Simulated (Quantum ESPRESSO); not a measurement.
A run of Quantum ESPRESSO 7.5 is set up as follows.

File pw.in:

```
&CONTROL
  calculation = 'scf'
  prefix = 'pwscf'
  outdir = './tmp'
  pseudo_dir = './pseudo'
  tprnfor = .true.
  tstress = .true.
  disk_io = 'low'
/
&SYSTEM
  ibrav = 0
  nat = 1
  ntyp = 1
  ecutwfc = 45
  ecutrho = 360
  nbnd = 16
  occupations = 'smearing'
  smearing = 'mv'
  degauss = 0.01469973
/
&ELECTRONS
  conv_thr = 2d-10
  electron_maxstep = 120
  mixing_beta = 0.3
/
ATOMIC_SPECIES
Mo    95.9500 mo_lda_v1.uspp.F.UPF
CELL_PARAMETERS bohr
  -2.9929651906    2.9929651906    2.9929651906
   2.9929651906   -2.9929651906    2.9929651906
   2.9929651906    2.9929651906   -2.9929651906
ATOMIC_POSITIONS bohr
Mo     0.0000000000    0.0000000000    0.0000000000
K_POINTS automatic
10 10 10 0 0 0
HUBBARD {ortho-atomic}
U Mo-4d 0.0001
```

The input scf2.in:

```
&CONTROL
  calculation = 'scf'
  prefix = 'pwscf'
  outdir = './tmp'
  pseudo_dir = './pseudo'
  tprnfor = .true.
  tstress = .true.
  disk_io = 'low'
/
&SYSTEM
  ibrav = 0
  nat = 1
  ntyp = 1
  ecutwfc = 45
  ecutrho = 360
  nbnd = 16
  occupations = 'smearing'
  smearing = 'mv'
  degauss = 0.01469973
/
&ELECTRONS
  conv_thr = 1d-13
  electron_maxstep = 120
  mixing_beta = 0.3
  startingpot = 'file'
  startingwfc = 'file'
/
ATOMIC_SPECIES
Mo    95.9500 mo_lda_v1.uspp.F.UPF
CELL_PARAMETERS bohr
  -2.9929651906    2.9929651906    2.9929651906
   2.9929651906   -2.9929651906    2.9929651906
   2.9929651906    2.9929651906   -2.9929651906
ATOMIC_POSITIONS bohr
Mo     0.0000000000    0.0000000000    0.0000000000
K_POINTS automatic
10 10 10 0 0 0
HUBBARD {ortho-atomic}
U Mo-4d 0.0001
```

The input hp.in:

```
&INPUTHP
  prefix = 'pwscf'
  outdir = './tmp'
  nq1 = 2
  nq2 = 2
  nq3 = 2
  conv_thr_chi = 1d-06
  niter_max = 80
  iverbosity = 1
  alpha_mix(1) = 0.15
/
```

Potentials or basis: GBRV 1.5 LDA.

Command:

```console
$ OMP_NUM_THREADS=1 pw.x -in pw.in > pw.out
$ OMP_NUM_THREADS=1 pw.x -in scf2.in > scf2.out
$ OMP_NUM_THREADS=1 hp.x -in hp.in > hp.out
```

Q: Predict the Hubbard U from linear response.

A: 3.21 eV.

Q: Predict the pressure.

A: -14.9 GPa.

Eigenvalues of the final occupation matrices:
| site | spin | trace | eigenvalues |
| --- | --- | --- | --- |
| Mo 1 4d | each | 2.42 | 0.41 0.41 0.54 0.54 0.54 |

Caveat: the computed U isn't converged in cell size; U without spin polarisation on a metal has little footing; the U is typed as a test and isn't derived for this compound.
